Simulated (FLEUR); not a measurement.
# Pt (Fm-3m) in FLEUR: notebook, part 2 of 2

FLEUR MaX-R8.1 (later development tree). The steps go on from the part before.

**3. Equation of state, LDA, 14.18 Å³/atom (volume scaled by 0.94)**

inp.xml

```xml
<?xml version="1.0" encoding="UTF-8" standalone="no"?>
<fleurInput fleurInputVersion="0.39">
   <comment>
      Pt                                                                                                  
   </comment>
   <calculationSetup>
      <cutoffs Kmax="4.12" Gmax="12.8" GmaxXC="12.8" numbands="0"/>
      <scfLoop itmax="60" minDistance="0.00001" maxIterBroyd="15" imix="Anderson" alpha="0.05" precondParam="0.0" spinf="2.0" sdNocoIR="T"/>
      <coreElectrons ctail="T" frcor="F" kcrel="0" coretail_lmax="0"/>
      <xcFunctional name="vwn" relativisticCorrections="F"/>
      <magnetism jspins="1"/>
      <soc l_soc="F" theta="0.0" phi="0.0" spav="F"/>
      <expertModes spex="0" secvar="F"/>
      <geometryOptimization l_f="F" forcealpha="1.0" forcemix="BFGS" epsdisp="0.00001" epsforce="0.00001"/>
      <ldaU l_linMix="F" mixParam="0.05" spinf="1.0"/>
   </calculationSetup>
   <cell>
      <bzIntegration valenceElectrons="18.0" mode="hist" fermiSmearingEnergy="0.00183747">
         <kPointListSelection listName="default-1"/>
         <!-- k-points included here -->
         <xi:include xmlns:xi="http://www.w3.org/2001/XInclude" href="kpts.xml"> </xi:include>
      </bzIntegration>
      <!-- symmetry operations included here -->
      <xi:include xmlns:xi="http://www.w3.org/2001/XInclude" href="sym.xml"> </xi:include>
      <bulkLattice scale="0.9795861087">
         <bravaisMatrix>
            <row-1>    0.0000000000000000     3.7055639577281401     3.7055639577281401</row-1>
            <row-2>    3.7055639577281401     0.0000000000000000     3.7055639577281401</row-2>
            <row-3>    3.7055639577281401     3.7055639577281401     0.0000000000000000</row-3>
         </bravaisMatrix>
      </bulkLattice>
   </cell>
   <atomSpecies>
      <species name="Platinum (Pt)" element="Pt" atomicNumber="78">
         <mtSphere radius="2.38" gridPoints="803" logIncrement="0.017"/>
         <atomicCutoffs lmax="10" lnonsphr="10"/>
         <electronConfig flipSpins="F">
            <coreConfig>(1s1/2) (2s1/2) (2p1/2) (2p3/2) (3s1/2) (3p1/2) (3p3/2) (4s1/2) (3d3/2) (3d5/2) (4p1/2) (4p3/2) (4d3/2) (4d5/2) (4f5/2) (4f7/2)</coreConfig>
            <valenceConfig>(5s1/2) (5p1/2) (5p3/2) (6s1/2) (5d3/2) (5d5/2)</valenceConfig>
            <stateOccupation state="(6s1/2)" spinUp="0.500000" spinDown="0.500000"/>
            <stateOccupation state="(5d3/2)" spinUp="1.800000" spinDown="1.800000"/>
            <stateOccupation state="(5d5/2)" spinUp="2.700000" spinDown="2.700000"/>
         </electronConfig>
         <energyParameters s="6" p="6" d="5" f="5"/>
         <lo type="SCLO" l="0" n="5" eDeriv="0"/>
         <lo type="SCLO" l="1" n="5" eDeriv="0"/>
         <lo type="SCLO" l="1" n="5" eDeriv="1"/>
         <lo type="SCLO" l="2" n="5" eDeriv="2"/>
         <lo type="SCLO" l="3" n="5" eDeriv="2"/>
      </species>
   </atomSpecies>
   <atomGroups>
      <atomGroup species="Platinum (Pt)">
         <relPos label="                   1">.0000000000 .0000000000 .0000000000</relPos>
         <force calculate="T" relaxXYZ="TTT"/>
      </atomGroup>
   </atomGroups>
   <output dos="F" band="F" slice="F">
      <checks vchk="F" cdinf="F"/>
      <bandDOS minEnergy="-.5*Htr" maxEnergy="0.5*Htr" sigma="0.015" storeEVData="T"/>
      <vacuumDOS vacdos="F" integ="F" star="F" nstars="0" locx1="0.0" locy1="0.0" locx2="0.0" locy2="0.0" nstm="0" tworkf="0.0"/>
      <unfoldingBand unfoldBand="F" supercellX="1" supercellY="1" supercellZ="1"/>
      <plotting iplot="0" polar="F">
         <plot TwoD="T" vec1="  1.0  0.0  0.0" vec2="  0.0  1.0  0.0" vec3="  0.0  0.0  1.0" zero="  0.0  0.0  0.0" file="plot"/>
      </plotting>
      <chargeDensitySlicing numkpt="0" minEigenval="0.0" maxEigenval="0.0" nnne="0" pallst="F"/>
      <specialOutput eonly="F"/>
      <moessbauerParams electricFieldGradient="T" isomerShift="T" coreHyperfine="T" valenceHyperfine="T"/>
      <magneticCircularDichroism mcd="F" energyLo="-10.0" energyUp="0.0"/>
   </output>
  <!-- We include the file relax.xml here to enable relaxations (see documentation) -->
  <xi:include xmlns:xi="http://www.w3.org/2001/XInclude" href="relax.xml"> <xi:fallback/> </xi:include>
</fleurInput>
```

Potentials or basis: all-electron, FLAPW.

The run is started by

```
> inpgen -f crystal.txt -profile fastHighL
> # inp.xml edited to the form shown
> fleur_MPI
```

The program printed:

```text
Welcome to FLEUR        (www.flapw.de)
      MaX-Release 8.1          (www.max-centre.eu)

 ========== k-point set info ==========
 Selected k-point list: default-1
 k-point list type: mesh
 12 x 12 x 12
 Number of k points: 72

 ------------Calculation Setup---------------------------
 Number of MPI-tasks      :            1
 Number of PE/node        :            1
 Number of OMP-threads    :            1
 Most efficient MPI parallelization for:
           1           2           3           4           6           8           9          12          18          24          36          72
 Additional eigenvalue parallelization possible
 Number of basis functions:          160
 Approximate size of matrices (H+S) per k-point:         0.000 GB
 --------------------------------------------------------
 Iteration:     1   Distance:      18.45534775 me/bohr^3
 Iteration:     2   Distance:      16.62760669 me/bohr^3
 Iteration:     3   Distance:       7.13871935 me/bohr^3
 Iteration:     4   Distance:       3.02258985 me/bohr^3
 Iteration:     5   Distance:       3.20472778 me/bohr^3
 Iteration:     6   Distance:       0.17741968 me/bohr^3
 Iteration:     7   Distance:       0.22362380 me/bohr^3
 Iteration:     8   Distance:       0.02604958 me/bohr^3
 Iteration:     9   Distance:       0.01469341 me/bohr^3
 Iteration:    10   Distance:       0.00169123 me/bohr^3
 Iteration:    11   Distance:       0.00022159 me/bohr^3
 Iteration:    12   Distance:       0.00002755 me/bohr^3
 Iteration:    13   Distance:       0.00000253 me/bohr^3

 ********************************************************************
 Run finished successfully
 Stop message:
   all done
 ********************************************************************
```

out.xml (last iteration):

```text
<iteration numberForCurrentRun="   13" overallNumber="   13">
         <energyParameters units="Htr">
            <atomicEP atomType="1" spin="1" branch="6s" branchLowest="-3.01" branchHighest="2.04" value="0.3678019282"/>
            <atomicEP atomType="1" spin="1" branch="6p" branchLowest="-1.29" branchHighest="3.07" value="0.5261989758"/>
            <atomicEP atomType="1" spin="1" branch="5d" branchLowest="-10.52" branchHighest="0.80" value="0.4724346291"/>
            <atomicEP atomType="1" spin="1" branch="5f" branchLowest="-1.86" branchHighest="2.94" value="0.8132233462"/>
            <loAtomicEP atomType="1" spin="1" branch="5s" branchLowest="-24.73" branchHighest="-3.01" value="-3.0215728625"/>
            <loAtomicEP atomType="1" spin="1" branch="5p" branchLowest="-18.31" branchHighest="-1.29" value="-1.3752656043"/>
            <loAtomicEP atomType="1" spin="1" branch="5p" branchLowest="-18.31" branchHighest="-1.29" value="-1.3752656043"/>
            <loAtomicEP atomType="1" spin="1" branch="5d" branchLowest="-10.52" branchHighest="0.80" value="0.4591755766"/>
            <loAtomicEP atomType="1" spin="1" branch="5f" branchLowest="-1.86" branchHighest="2.94" value="0.8132157683"/>
         </energyParameters>
         <eigenvalues>
            <eigenvaluesAt spin="1" ikpt="1" k_x="0.00000000" k_y="0.00000000" k_z="0.00000000">
                      -3.0231995046       -1.3246602545       -1.3246602545       -1.3246602545        0.2054947449
                       0.4553329236        0.4553329236        0.4553329236        0.5445068734        0.5445068734
                       1.1404532397        1.3332100823        1.3332100823        1.3332100823        1.5415931442
            </eigenvaluesAt>
            <eigenvaluesAt spin="1" ikpt="2" k_x="0.00000000" k_y="0.00000000" k_z="0.08333333">
                      -3.0230896493       -1.3261813700       -1.3248748193       -1.3248748193        0.2164181784
                       0.4503556573        0.4597034425        0.4597034425        0.5420273694        0.5420273694
                       1.1578708876        1.2850928377        1.3504918406        1.3504918406        1.5953215489
            </eigenvaluesAt>
            <eigenvaluesAt spin="1" ikpt="3" k_x="0.00000000" k_y="0.00000000" k_z="0.16666667">
[... 45 lines left out ...]
               <shell n="2" l="0" isomerShift="261063.61960"/>
               <shell n="2" l="1" isomerShift="18204.96682"/>
               <shell n="3" l="0" isomerShift="59535.58206"/>
               <shell n="3" l="1" isomerShift="4653.34285"/>
               <shell n="4" l="0" isomerShift="15105.49714"/>
               <shell n="3" l="2" isomerShift="0.00190"/>
               <shell n="4" l="1" isomerShift="1160.93720"/>
               <shell n="4" l="2" isomerShift="0.00050"/>
               <shell n="4" l="3" isomerShift="0.00000"/>
            </coreIsomerShift>
            <isomerShift atomType="1" nucleusRadius="0.0001370" averageDensity="2120419.18127"/>
            <electricFieldGradient atomType="1" VXX="0.00000" VYY="0.00000" VZZ="0.00000" asymParam="0.00000">
            </electricFieldGradient>
         </moessbauerParams>
         <totalEnergy                                    value="   -18436.4850923306" units="Htr">
            <sumOfEigenvalues                            value="   -11306.3598463000">
               <coreElectrons value="-11296.9373333323"/>
               <valenceElectrons value="-9.4225129677"/>
            </sumOfEigenvalues>
            <densityCoulombPotentialIntegral value="-31939.0564978803"/>
            <densityEffectivePotentialIntegral value="-32399.7706041169"/>
            <chargeDenXCDenIntegral value="-347.0489202805"/>
            <FockExchangeEnergyValence value="0.0000000000"/>
            <FockExchangeEnergyCore value="0.0000000000"/>
            <atomTypeDependentContributions atomType="1">
               <electronNucleiInteractionDifferentMTs value="23162.1934129661"/>
               <MadelungTerm value="-51.1252679607"/>
            </atomTypeDependentContributions>
            <tkbTimesEntropy value="0.0005417244"/>
            <freeEnergy value="-18436.4856340550"/>
            <extrapolationTo0K value="-18436.4853631928"/>
         </totalEnergy>
         <densityConvergence units="me/bohr^3">
            <chargeDensity spin="1" distance="0.0000025305"/>
         </densityConvergence>
      </iteration>
```

Wall time 11 s (1 thread of Arm Neoverse V1, shared host); peak memory 0.09 GiB.

What came out:

```yaml
Free_energy: -501682.3316 eV
Band_gap_on_the_k_mesh: none (metal or under the smearing width)
Valence_electrons_inside_the_program's_atomic_spheres: Pt 16.19 (radii Pt 2.38 bohr)
```

**4. Equation of state, LDA, 14.48 Å³/atom (volume scaled by 0.96)**

Changes to inp.xml since step 3:

```diff
@@ -24,3 +24,3 @@
       <xi:include xmlns:xi="http://www.w3.org/2001/XInclude" href="sym.xml"> </xi:include>
-      <bulkLattice scale="0.9795861087">
+      <bulkLattice scale="0.9864848297">
          <bravaisMatrix>
```

The run is started by

```
> inpgen -f crystal.txt -profile fastHighL
> # inp.xml edited to the form shown
> fleur_MPI
```

It took 12 s on 1 thread of Arm Neoverse V1, shared host; peak memory 0.09 GiB.

The run converged. Its results:

```yaml
Free_energy: -501682.3507 eV
Band_gap_on_the_k_mesh: none (metal or under the smearing width)
Valence_electrons_inside_the_program's_atomic_spheres: Pt 16.15 (radii Pt 2.38 bohr)
```

**5. Equation of state, LDA, 15.08 Å³/atom**

Changes to inp.xml since step 4:

```diff
@@ -24,3 +24,3 @@
       <xi:include xmlns:xi="http://www.w3.org/2001/XInclude" href="sym.xml"> </xi:include>
-      <bulkLattice scale="0.9864848297">
+      <bulkLattice scale="1.0000000000">
          <bravaisMatrix>
```

The run is started by

```
> inpgen -f crystal.txt -profile fastHighL
> # inp.xml edited to the form shown
> fleur_MPI
```

It took 12 s on 1 thread of Arm Neoverse V1, shared host; peak memory 0.09 GiB.

Results (log left out):

| Item | Value |
| --- | --- |
| Free energy | -501682.3503 eV |
| Band gap on the k mesh | none (metal or under the smearing width) |
| Valence electrons inside the program's atomic spheres | Pt 16.08 (radii Pt 2.38 bohr) |

**6. Equation of state, LDA, 15.68 Å³/atom (volume scaled by 1.04)**

Changes to inp.xml since step 5:

```diff
@@ -24,3 +24,3 @@
       <xi:include xmlns:xi="http://www.w3.org/2001/XInclude" href="sym.xml"> </xi:include>
-      <bulkLattice scale="1.0000000000">
+      <bulkLattice scale="1.0131594038">
          <bravaisMatrix>
```

Potentials or basis: all-electron, FLAPW.

The run is started by

```
> inpgen -f crystal.txt -profile fastHighL
> # inp.xml edited to the form shown
> fleur_MPI
```

It took 13 s on 1 thread of Arm Neoverse V1, shared host; peak memory 0.09 GiB.

Results (log left out):

| Quantity | Value |
| --- | --- |
| Free energy | -501682.3083 eV |
| Band gap on the k mesh | none (metal or under the smearing width) |
| Valence electrons inside the program's atomic spheres | Pt 16.02 (radii Pt 2.38 bohr) |

**7. Equation of state, LDA, 15.98 Å³/atom (volume scaled by 1.06)**

Changes to inp.xml since step 6:

```diff
@@ -24,3 +24,3 @@
       <xi:include xmlns:xi="http://www.w3.org/2001/XInclude" href="sym.xml"> </xi:include>
-      <bulkLattice scale="1.0131594038">
+      <bulkLattice scale="1.0196128224">
          <bravaisMatrix>
```

The run is started by

```
> inpgen -f crystal.txt -profile fastHighL
> # inp.xml edited to the form shown
> fleur_MPI
```

Run time: 13 s. Hardware: 1 thread of Arm Neoverse V1, shared host; peak memory 0.09 GiB.

It converged, with:

```
Free energy                                           : -501682.2749 eV
Band gap on the k mesh                                : none (metal or under the smearing width)
Valence electrons inside the program's atomic spheres : Pt 16.00 (radii Pt 2.38 bohr)
```

**8. Equation of state, LDA**

This step only gathers the single runs of the series.

What came out:

| Item | Value |
| --- | --- |
| Equilibrium volume | 14.77 Å³/atom |
| Bulk modulus | 308 GPa |
| Pressure derivative of the bulk modulus | 5.4 (rough: it moves with the points fitted) |

Energy against volume, from the lowest point:
| volume (Å³/atom) | energy (meV/atom) |
| --- | --- |
| 14.175 | 19.13 |
| 14.477 | 0.00 |
| 15.080 | 0.42 |
| 15.683 | 42.39 |
| 15.985 | 75.84 |

The run has no spin-orbit coupling, so splittings on Pt are missing. Zero-point motion and thermal expansion aren't in these numbers.
